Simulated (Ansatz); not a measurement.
CsPbI₃ (cubic perovskite)

```yaml
crystal:
  lattice:
    - [6.33267, 0.00000, 0.00000]
    - [0.00000, 6.33267, 0.00000]
    - [0.00000, 0.00000, 6.33267]
  atoms:
    - { symbol: Cs, position: [0.00000, 0.00000, 0.00000] }
    - { symbol: Pb, position: [0.50000, 0.50000, 0.50000] }
    - { symbol: I, position: [0.00000, 0.50000, 0.50000] }
    - { symbol: I, position: [0.50000, 0.50000, 0.00000] }
    - { symbol: I, position: [0.50000, 0.00000, 0.50000] }
```

In each cell atom 1 (Cs, nearest neighbour I at 4.478 Å; its periodic images, 6.3 Å or more away, move with it) moves by s·(0.000, 0.000, 1.000) (along Cartesian z), the rest being held.

The numbers are results of r2SCAN (plane waves to 500 eV, PAW, scalar-relativistic; Ansatz, a program for electronic structure), not measurements. k mesh 4×4×4 (Γ-centred), Fermi-Dirac smearing 0.05 eV. The energy includes the smearing's −TS. On this mesh the relaxed cell isn't quite at rest: it carries a pressure of 0.1 GPa (compression positive) at the zero of the scan. CsPbI3 was relaxed with its symmetry unable to fall. Spin-orbit coupling is left out, though I and Pb are heavy. This is a high-temperature form of CsPbI3. ΔE is measured from the undisplaced structure.

```csv
s (Å),ΔE (meV/cell)
-1.340,251.6
-1.072,115.4
-0.804,42.1
-0.536,withheld
-0.268,1.4
0.000,0.0
0.268,1.4
0.536,withheld
0.804,42.1
1.072,115.4
1.340,251.6
```

Fit an even polynomial form (powers 2, 4, 6) to the given rows and predict ΔE at s = 0.536.

Least squares on the 9 given rows: ΔE = (13.99)·s² + (84.05)·s⁴ + (-7.689)·s⁶, in meV/cell with s in Å; root-mean-square residual 0.02 meV/cell. At 0.536 the fit gives 10.8 meV/cell; the calculation gives 10.8 meV/cell, the same to the digits shown. The quadratic term alone would give 4.0 meV/cell.

(A displaced cell: forces are minus the slopes of the energy, force constants its curvatures, and phonons follow from these.)
